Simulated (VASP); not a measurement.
TiO2 (Rutile):

```
CELL_PARAMETERS angstrom
4.59220 0.00000 0.00000
0.00000 4.59220 0.00000
0.00000 0.00000 2.95740
ATOMIC_POSITIONS crystal
Ti 0.00000 0.00000 0.00000
Ti 0.50000 0.50000 0.50000
O 0.30496 0.30496 0.00000
O 0.19504 0.80496 0.50000
O 0.69504 0.69504 0.00000
O 0.80496 0.19504 0.50000
```

Base run:

| Property | Result |
| --- | --- |
| Program | VASP 6.6.1 |
| Functional | PBEsol |
| Potentials or basis | VASP PAW PBE potentials, release 64 (Ti_sv, O) |
| Cutoff | 520 eV |
| k mesh | 5 × 5 × 8 |
| Occupations | fermi-dirac, width 0.02 eV |
| Spin | no spin polarisation |

Its results: band gap on the k mesh 1.84 eV, direct; pressure -1.0 GPa; largest force 0.056 eV/Å.

Problem. After a change of settings the same cell gave: band gap on the k mesh 1.87 eV, direct; pressure 6.1 GPa; largest force 0.126 eV/Å. Which change was it?
A. functional from PBEsol to HSE06; k mesh from 5 × 5 × 8 to 4 × 4 × 6
B. functional from PBEsol to r2SCAN
C. functional from PBEsol to LDA; potentials or basis from VASP PAW PBE potentials, release 64 (Ti_sv, O) to VASP PAW LDA potentials, release 64 (Ti_sv, O)
D. functional from PBEsol to PBE

Solution. D.

PBE binds less tightly than PBEsol, so the same cell stands under more pressure.

Caveats: an odd mesh through Γ misses points on the zone boundary, where band edges often lie; the PAW data sets were made with another functional, which shifts forces and pressure a little (some runs).
